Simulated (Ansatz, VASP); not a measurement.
**CdSe: VASP beside Ansatz**

Wanted: the spread between two codes on one cell, functional and k mesh. The cell is taken from a series of VASP runs on this material, whose earlier steps may have relaxed, scaled or displaced it; both programs get it as it stands.

Main program and level: Ansatz 0.2.0; plane waves, with VASP 6.6.1 beside it; relaxation of cell and atoms at LDA.

**1. The structure**

Symmetry: F-43m, No. 216, cubic system. Conventional cell: a = 6.014 Å, b = 6.014 Å, c = 6.014 Å, α = 90.00°, β = 90.00°, γ = 90.00°. Nearest to Cd lie 4 Se at 2.60 Å. Se has 4 Cd at 2.60 Å nearest. Farther neighbours and most contacts between anions are not listed.

**2. VASP: relaxation of cell and atoms, LDA**

The relaxed volume is the usual yardstick between codes: its relative difference is about their pressure difference at one cell divided by the bulk modulus.

Lines of VASP's logs that name or quote its potential files are left out, and so is its time.

INCAR reads:

```
SYSTEM = CdSe
PREC = Accurate
ENCUT = 400
EDIFF = 1E-06
NELM = 100
ISMEAR = 0
SIGMA = 0.05
LREAL = .FALSE.
ALGO = Normal
GGA = CA
NBANDS = 15
LORBIT = 11
LWAVE = .FALSE.
LCHARG = .FALSE.
KPAR = 2
IBRION = 2
NSW = 60
ISIF = 3
EDIFFG = -0.01
```

POSCAR reads:

```
CdSe
1.0
    0.0000000000      3.0071345721      3.0071345721
    3.0071345721      0.0000000000      3.0071345721
    3.0071345721      3.0071345721      0.0000000000
Cd Se
1 1
Direct
    0.0000000000      0.0000000000      0.0000000000
    0.7500000000      0.7500000000      0.7500000000
```

KPOINTS reads:

```
Automatic mesh
0
Gamma
7 7 7
0 0 0
```

The projector-augmented-wave data sets are Cd and Se (LDA family, release 64).

The run is started by

```console
mpirun -np 2 vasp_std
```

Numbers of over 12 decimals in the logs are rounded to 6 here.

The log of the run:

```text
[banner, memory and clock lines left out]
running    2 mpi-ranks, on    1 nodes
 distrk:  each k-point on    1 cores,    2 groups
 distr:  one band on    1 cores,    1 groups

 POSCAR found type information on POSCAR CdSe
 POSCAR found :  2 types and       2 ions
 LDA part: xc-table for (Slater(with rela. corr.)+CA(PZ))
 , standard interpolation
 POSCAR, INCAR and KPOINTS ok, starting setup
 FFT: planning ... GRIDC
 FFT: planning ... GRID_SOFT
 FFT: planning ... GRID
 WAVECAR not read
 entering main loop
       N       E                     dE             d eps       ncg     rms          rms(c)
DAV:   1     0.916041925054E+02    0.91604E+02   -0.77032E+03   608   0.868E+02
DAV:   2    -0.370443467338E+01   -0.95309E+02   -0.91324E+02   733   0.243E+02
DAV:   3    -0.711698191354E+01   -0.34125E+01   -0.34077E+01   726   0.477E+01
DAV:   4    -0.713058689937E+01   -0.13605E-01   -0.13605E-01   733   0.297E+00
DAV:   5    -0.713067132054E+01   -0.84421E-04   -0.84421E-04   768   0.203E-01    0.674E+00
DAV:   6    -0.678946273136E+01    0.34121E+00   -0.53567E-01   857   0.986E+00    0.522E+00
DAV:   7    -0.676151132735E+01    0.27951E-01   -0.12994E-01   656   0.264E+00    0.218E+00
DAV:   8    -0.675849732151E+01    0.30140E-02   -0.13657E-02   642   0.156E+00    0.218E-01
DAV:   9    -0.675819357995E+01    0.30374E-03   -0.15437E-03   761   0.578E-01    0.444E-02
DAV:  10    -0.675817568397E+01    0.17896E-04   -0.14052E-04   691   0.174E-01    0.334E-02
DAV:  11    -0.675818030736E+01   -0.46234E-05   -0.17965E-05   677   0.380E-02    0.118E-02
DAV:  12    -0.675817983111E+01    0.47626E-06   -0.19540E-06   529   0.215E-02
   1 F= -.67581798E+01 E0= -.67581798E+01  d E =-.675818E+01
 curvature:   0.00 expect dE= 0.000E+00 dE for cont linesearch  0.000E+00
 trial: gam= 0.00000 g(F)=  0.116E-47 g(S)=  0.821E-04 ort = 0.000E+00 (trialstep = 0.100E+01)
 search vector abs. value=  0.821E-04
 bond charge predicted
       N       E                     dE             d eps       ncg     rms          rms(c)
DAV:   1    -0.675923783924E+01   -0.10575E-02   -0.19419E-02   649   0.173E+00    0.239E-01
DAV:   2    -0.675830439202E+01    0.93345E-03   -0.21867E-03   677   0.711E-01    0.812E-02
DAV:   3    -0.675821485927E+01    0.89533E-04   -0.20401E-04   726   0.152E-01    0.691E-02
DAV:   4    -0.675820317144E+01    0.11688E-04   -0.16426E-05   614   0.349E-02    0.105E-02
DAV:   5    -0.675820252821E+01    0.64323E-06   -0.22463E-06   515   0.235E-02
   2 F= -.67582025E+01 E0= -.67582025E+01  d E =-.226971E-04
 trial-energy change:   -0.000023  1 .order   -0.000014   -0.000082    0.000055
 step:   0.6851(harm=  0.5985)  dis= 0.00000  next Energy=    -6.758211 (dE=-0.311E-04)
 bond charge predicted
       N       E                     dE             d eps       ncg     rms          rms(c)
DAV:   1    -0.675831041992E+01   -0.10725E-03   -0.18824E-03   656   0.539E-01    0.751E-02
DAV:   2    -0.675821866453E+01    0.91755E-04   -0.21630E-04   684   0.224E-01    0.265E-02
DAV:   3    -0.675820984350E+01    0.88210E-05   -0.19813E-05   726   0.476E-02    0.224E-02
DAV:   4    -0.675820863793E+01    0.12056E-05   -0.15842E-06   558   0.107E-02    0.327E-03
DAV:   5    -0.675820857524E+01    0.62695E-07   -0.25176E-07   321   0.764E-03
   3 F= -.67582086E+01 E0= -.67582086E+01  d E =-.287441E-04
 curvature:  -0.29 expect dE=-0.142E-06 dE for cont linesearch -0.142E-06
 trial: gam=-0.07184 g(F)=  0.198E-46 g(S)=  0.498E-06 ort = 0.640E-05 (trialstep = 0.937E+00)
 search vector abs. value=  0.313E-08
 reached required accuracy - stopping structural energy minimisation
```

Parts of OUTCAR (step 2):

```text
ion  position               nearest neighbor table
   1  0.000  0.000  0.000-   2 2.60   2 2.60   2 2.60   2 2.60
   2  0.750  0.750  0.750-   1 2.60   1 2.60   1 2.60   1 2.60

  LATTYP: Found a face centered cubic cell.
 ALAT       =     6.0142691442

 Subroutine GETGRP returns: Found 24 space group operations
 (whereof 24 operations were pure point group operations)

The static configuration has the point symmetry T_d .

 Found     20 irreducible k-points:

   k-points           NKPTS =     20   k-points in BZ     NKDIM =     20   number of bands    NBANDS=     15

   dimension x,y,z NGX =    28 NGY =   28 NGZ =   28
   dimension x,y,z NGXF=    56 NGYF=   56 NGZF=   56

   ENCUT  =  400.0 eV  29.40 Ry    5.42 a.u.   6.94  6.94  6.94*2*pi/ulx,y,z

   NELECT =      18.0000    total number of electrons

 k-points in reciprocal lattice and weights: Automatic mesh
   0.00000000  0.00000000  0.00000000       0.003
   0.14285714  0.00000000  0.00000000       0.023
   0.28571429  0.00000000  0.00000000       0.023
   0.42857143  0.00000000  0.00000000       0.023
   0.14285714  0.14285714  0.00000000       0.017
   0.28571429  0.14285714  0.00000000       0.070
   0.42857143  0.14285714  0.00000000       0.070
  -0.42857143  0.14285714  0.00000000       0.070
  -0.28571429  0.14285714  0.00000000       0.070
[...]
-0.42857143  0.42857143  0.14285714       0.070
  -0.28571429  0.42857143  0.14285714       0.070

 average (electrostatic) potential at core
       1 -40.5096       2 -62.4983

 E-fermi :   1.3274

 k-point     1 :       0.0000    0.0000    0.0000
  band No.  band energies     occupation
    ...
      5      -6.5514      2.00000
      6      -6.5514      2.00000
      7       1.1109      2.00000
      8       1.1109      2.00000
      9       1.1109      2.00000
     10       1.5436      0.00000
     11       6.9035      0.00000
     12       6.9035      0.00000
     13       6.9035      0.00000
     14      10.7497      0.00000
    ...

 k-point     2 :       0.1429    0.0000    0.0000
  band No.  band energies     occupation
    ...
      5      -6.5529      2.00000
      6      -6.5529      2.00000
      7      -0.4237      2.00000
      8       0.9350      2.00000
      9       0.9350      2.00000
     10       2.7518      0.00000
     11       6.6738      0.00000
     12       7.1727      0.00000
     13       7.1727      0.00000
     14      11.3077      0.00000
    ...

 k-point     3 :       0.2857    0.0000    0.0000
  band No.  band energies     occupation
    ...
      5      -6.5465      2.00000
      6      -6.5465      2.00000
      7      -2.1367      2.00000
      8       0.5826      2.00000
      9       0.5826      2.00000
     10       3.3438      0.00000
     11       7.2014      0.00000
     12       7.4895      0.00000
     13       7.4895      0.00000
     14      10.8876      0.00000
    ...

  Total       -0.0026245     -0.0026245     -0.0026245      0.0000000     -0.0000000     -0.0000000
  in kB       -0.0774447     -0.0774447     -0.0774447      0.0000000     -0.0000000     -0.0000000
  external PRESSURE =      -0.0774447 kB  Pullay stress =       0.0000000 kB

  energy-cutoff  :      400.00
  volume of cell :       54.30
      direct lattice vectors                 reciprocal lattice vectors
    -0.000000000  3.005460439  3.005460439    -0.166363860  0.166363860  0.166363860
     3.005460439 -0.000000000  3.005460439     0.166363860 -0.166363860  0.166363860
     3.005460439  3.005460439  0.000000000     0.166363860  0.166363860 -0.166363860

 POSITION                                       TOTAL-FORCE (eV/Angst)
 -----------------------------------------------------------------------------------
      0.00000     -0.00000      0.00000         0.000000      0.000000      0.000000
      4.50819      4.50819      4.50819        -0.000000     -0.000000     -0.000000
 -----------------------------------------------------------------------------------
    total drift:                                0.000000      0.000000      0.000000

  FREE ENERGIE OF THE ION-ELECTRON SYSTEM (eV)
  ---------------------------------------------------
  free  energy   TOTEN  =        -6.7582085752 eV

  energy  without entropy=       -6.7582085752  energy(sigma->0) =       -6.75820858

 reached required accuracy - stopping structural energy minimisation

 total charge
# of ion       s       p       d       tot
------------------------------------------
    1        0.465   0.340   9.541  10.346
    2        1.449   2.394   0.025   3.868
--------------------------------------------------
tot          1.914   2.734   9.566  14.214

[... 3 further parts left out ...]
```

**3. Ansatz: relaxation of cell and atoms, LDA**

Ansatz runs on its default PAW (the set named soft_2) files.

The same cell, functional (in two slightly different forms), mesh and smearing now go to Ansatz, which takes its cutoff from its data sets.

input.yaml reads:

```yaml
crystal:
  lattice:
    - [0.0, 3.0071345721, 3.0071345721]
    - [3.0071345721, 0.0, 3.0071345721]
    - [3.0071345721, 3.0071345721, 0.0]
  atoms:
    - { symbol: Cd, position: [0.0, 0.0, 0.0] }
    - { symbol: Se, position: [0.75, 0.75, 0.75] }
hamiltonian:
  xc: lda
  pseudopotentials: { kind: paw }
kpoints:
  mp_grid: { grid: [7, 7, 7] }
scf:
  occupations: { method: gaussian, width: 0.05 }
relax:
  f_tol: 0.01
  max_steps: 60
  cell: { stress_tol: 0.05 }
output:
  forces: true
  stress: true
```

The run is started by

```console
ansatz run input.yaml --threads 4 --pin off --max-ram 9216MiB --backend cpu --events-out ev --progress --plain --runs-dir out
```

The log of the run:

```text
Engine: ansatz 0.2.0, x86_64-unknown-linux-gnu
Pseudopotentials: kind: paw
Pseudopotential: Cd, paw, valence charge 20, recommended cutoff 420 eV (normal), Cd.paw.azcp
Pseudopotential: Se, paw, valence charge 16, recommended cutoff 420 eV (normal), Se.paw.azcp
Functional definition: SPW92
  exchange = slater_x
  correlation = pw_c
Crystal: 2 atoms, lattice volume = 54.386 Å³
Basis set: ecut = 420 eV, 1067 PW (Γ)
Bands: 22, of which v1, the nominal top of the filled ones, is band 18 counted from 1 (17 counted from 0)
Symmetry: 24 space group operations
Space group: F-43m (ITA 216), of the structure as read, at distance tolerance 3.8e-5 Å
k-points: 20 of 343 (time reversal used)
Non-local potential: Cd, projectors of the file, l = 0: 3, l = 1: 2, l = 2: 2, l = 3: 1
Non-local potential: Se, projectors of the file, l = 0: 2, l = 1: 2, l = 2: 3, l = 3: 1
PAW form: soft (Blöchl's): semilocal exchange-correlation on the pseudo side does not see the compensation charge
PAW frozen core: Cd, regenerated for the run's functional, and the local potential with it (the file was generated under x = pbe(κ = 0.804, μ = 0.219515), c = pbe(β = 0.066725))
PAW frozen core: Se, regenerated for the run's functional, and the local potential with it (the file was generated under x = pbe(κ = 0.804, μ = 0.219515), c = pbe(β = 0.066725))
PAW one-centre angular grid: Cd, 590 points (default); XC on 64 Gauss nodes
PAW one-centre angular grid: Se, 590 points (default); XC on 64 Gauss nodes
Initial density: superposition of atomic densities (neutral atoms: chi_scale 0, normalization atom), corrected by the library's trained network
Initial wavefunctions: pseudopotential atomic-orbital guess
Functional: x = slater, c = lda
SCF iter   1: F=—  HF=-13502.241895 eV  |F-HF|=—  |Δ(HF+E_count)|=         —  Δρ=7.18e-3  dr2=2.13e-2  ethr=1.77e-3  ⟨swp⟩=6.0  Hψ=1923  notcnv=0
preconditioner: auto → none  [insulator: Δε(μ)=0.342 eV  Ē_g=12.092 eV  σ=0.050 eV  W_gap=1.00  n_scr=14 (ndim 8)  ℏωp=21.4 eV  f_vac=0.193  D(μ)=0.00/eV (n_scr^D=0)  ε∞_Penn≈4.1]
SCF iter   2: F=—  HF=-13502.235653 eV  |F-HF|=—  |Δ(HF+E_count)|=   6.24e-3  Δρ=2.48e-3  dr2=1.52e-3  ethr=5.91e-5  ⟨swp⟩=2.0  Hψ=840  notcnv=0
SCF iter   3: F=—  HF=-13502.235354 eV  |F-HF|=—  |Δ(HF+E_count)|=   2.99e-4  Δρ=1.17e-3  dr2=3.18e-4  ethr=4.21e-6  ⟨swp⟩=2.5  Hψ=706  notcnv=0
SCF iter   4: F=—  HF=-13502.235311 eV  |F-HF|=—  |Δ(HF+E_count)|=   4.29e-5  Δρ=2.58e-4  dr2=4.22e-5  ethr=8.83e-7  ⟨swp⟩=2.0  Hψ=601  notcnv=0
SCF iter   5: F=—  HF=-13502.235292 eV  |F-HF|=—  |Δ(HF+E_count)|=   1.93e-5  Δρ=2.40e-5  dr2=2.41e-7  ethr=1.17e-7  ⟨swp⟩=2.5  Hψ=696  notcnv=0
SCF iter   6: F=-13502.235292 eV  HF=-13502.235292 eV  |F-HF|=1.74e-9  |Δ(HF+E_count)|=   2.50e-8  Δρ=5.53e-6  dr2=1.18e-8  ethr=2.78e-10  ⟨swp⟩=4.0  Hψ=1462  notcnv=0
SCF 1 converged in 6 iterations: F = -13502.235292 eV  dr2 = 1.18e-8
  greatest PAW one-centre occupation: 1.000 electrons in one spin orbital (limit 2), on the Cd atom at site 0 (counted from 0), in its partial waves of l = 0
relax step   1: F+E_penalty+E_count = -13502.23529188 eV  Δ(F+E_penalty+E_count) = +0.000e0 eV  max|allowed force component| = 9.946e-17 eV/Å  Δτ_max = 0.0000 Å  P = -0.189 GPa  Ω = 54.386 Å³  (6 SCF iters, dr2 threshold 1.00e-7 eV, accepted)
[...]
relax step   2: F+E_penalty+E_count = -13502.23542429 eV  Δ(F+E_penalty+E_count) = -1.324e-4 eV  max|allowed force component| = 3.151e-17 eV/Å  Δτ_max = 0.0000 Å  P = +0.048 GPa  Ω = 54.163 Å³  energy of the carried Pulay correction = +3.395e-5 eV  (4 SCF iters, dr2 threshold 8.89e-8 eV, accepted)
[...]
relax step   3: F+E_penalty+E_count = -13502.23539103 eV  Δ(F+E_penalty+E_count) = +3.326e-5 eV  max|allowed force component| = 4.279e-17 eV/Å  Δτ_max = 0.0000 Å  P = +0.048 GPa  Ω = 54.163 Å³  stress off target by 4.84e-2 GPa  SCF on the basis re-selected at this cell (its energy is not comparable with the rows above)  (4 SCF iters)
basis re-selected at this cell: Δ(F+E_penalty+E_count) = +3.326e-5 eV, ΔP = +0.000 GPa vs the last step (what re-selecting the basis moved, of the pressure what is left beyond the Pulay correction that the steps carried, after the strain that the cell walked since its last selection, with what the two solves' SCF thresholds leave and, on support functions, any second-order correction that the steps lacked; it is no m [...]
SCF converged after 4 iterations
Free energy (F): -13502.235391 eV
Harris-Foulkes:  -13502.235391 eV  (|F-HF|=0.00e0)
Internal energy: -13502.235391 eV  (E = F + TS)
E sigma→0 (E₀):  -13502.235391 eV
Fermi energy:    7.923359 eV
--- Per-component energies (eV) ---
  E_band       = -886.618553
  E_kinetic    = 625.204185
  E_local      = -6299.656918  (includes V_loc(G=0)·N_el)
  E_nonlocal   = -548.429067
  E_hartree    = 2992.100112
  E_xc         = -279.398289
  E_vxc        = -320.274346  (∫ρ·V_xc dr)
  E_paw        = -5774.297130  (= ΣΔE_a)
  E_vpaw       = -327.662150  (= ΣTr[D̂ρ^β])
  E_aug_tail   = -0.000521  (compensation charges beyond the density's cutoff)
  E_ewald      = -4220.741693
  E_core_change = 2.983931  (= ΣΔE_core)
  E_smearing   = -0.000000  (= −TS)
  E_closure    = -0.000000  (closes the sum)
  Σ components = -13502.235391   (vs F -13502.235391, Δ=0.00e0)
--- Forces (eV/Å), atoms counted from 1 ---
  atom   1  Cd    -0.00000000     0.00000000     0.00000000
  atom   2  Se     0.00000000    -0.00000000    -0.00000000
  max |Σ_I F_I| component: 3.93e-17 eV/Å
--- Stress (GPa, compression-positive) ---
        0.048391       0.000000      -0.000000
        0.000000       0.048391       0.000000
       -0.000000       0.000000       0.048391
  P = ⅓ Tr σ = 0.0484 GPa (0.484 kbar)
--- Relaxed structure (2 steps of the walk, 2 accepted, 1 SCFs on fresh bases) ---
  F+E_penalty+E_count = -13502.23539103 eV   max|allowed force component| = 4.279e-17 eV/Å   (the final SCF, on the basis selected at the relaxed cell)
  cell:  # Å, volume = 54.1631 Å³
    - [0, 3.003017, 3.003017]
    - [3.003017, 0, 3.003017]
    - [3.003017, 3.003017, 0]
  atoms:
    - { symbol: Cd, position: [0, 0, 0] }
    - { symbol: Se, position: [0.75, 0.75, 0.75] }
```

Elapsed: 1.9 s, on 4 threads of Intel Xeon 6975P-C (Granite Rapids), shared host; peak memory 0.36 GiB; 4.8 s of CPU time.

**4. Comparison**

Known differences besides the potentials themselves: the two LDA forms differ slightly; both relaxations stop at a tolerance, which leaves soft axes loose, and VASP keeps its plane-wave basis; the data sets hold 36 valence electrons in Ansatz (default PAW (the set named soft_2) files) and 18 in VASP; the cutoff is 420 eV in Ansatz and 400 eV in VASP; VASP's log shows a relativistic correction to its local exchange, Ansatz's none; Ansatz adds a Pulay correction to the stress that steers its cell, VASP none. Total energies have different zeros and are not compared.

Compared:

| quantity | Ansatz | VASP | difference |
| --- | --- | --- | --- |
| volume (Å³) | 54.16 | 54.30 | -0.24 % |
| edge a after relaxation, in the typed setting (Å) | 4.247 | 4.250 | -0.08 % |

The walks stopped with 0.05 GPa left in Ansatz and -0.01 GPa in VASP; each walk ends within a tolerance, so the volume difference is uncertain by about these residues over the bulk modulus, most in soft cells.

**5. Outcome**

```yaml
difference_in_volume_relaxation_of_cell_and_atoms_lda: -0.24 %
```

The difference in volume is -0.24 % (relaxation of cell and atoms, LDA), within the 1.2 % picked in this series as the mark of a large difference, as far as the stopping tolerances let one tell. How closely two codes agree says nothing of how well the functional describes the real material.

[Lines on the potential files, build, host, timing and source positions are cut from VASP's logs without a mark.]

[Logs are printed without paths, hosts, clocks, repeated set-up lines and the standing remarks that a program may print on its own settings, such as how far it seeks lower states.]

[Hosts, paths, dates, database ids (printed as entryN), source tags and the programs' standing remarks are cut or masked in the printed files.]
